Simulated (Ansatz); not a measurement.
# Ge under changes of volume

One of the cells (19.607 Å³/atom); the others are scaled copies at fixed shape and fractional positions:

```
Ge
1.0
     1.39715   -2.60052    0.00000
     1.39715    2.60052    0.00000
     0.00000    0.00000    2.69823
Ge
1
Direct
  0.50000 0.50000 0.00000
```

This isn't the form of Ge at room conditions, which is diamond.

- Program: Ansatz 0.2.0
- Functional: PBE
- Potentials or basis: Ansatz PAW
- Cutoff: 420 eV (not typed: the program's choice for these potentials)
- k mesh: 11 × 11 × 10
- Occupations: fermi-dirac, width 0.05 eV
- Spin: no spin polarisation

```tsv
volume (Å³/atom)	energy over the lowest point (meV/atom)	pressure (GPa)
18.431	11.09	3.9
18.823	3.65	2.2
19.215	?	?
19.607	0.00	-0.6
19.999	3.02	-1.8
20.391	8.82	-2.9
20.783	17.09	-3.8
```

**Question.** What does the run at 19.215 Å³/atom give?

**Answer.** Energy over the lowest point 0.09 meV/atom; pressure 0.7 GPa.

Worked out: A Birch-Murnaghan fit of order 3 (a polynomial in V^(-2/3)) to the other rows has its minimum at 19.42 Å³/atom with B0 = V·E''(V) = 66 GPa and B' = 4.6 at fixed shape and positions, which overstates the stiffness. It gives 0.09 meV/atom at 19.215 Å³/atom, against the run's 0.09, and -dE/dV = 0.7 GPa, against 0.7.

Energies are extrapolated to zero smearing.
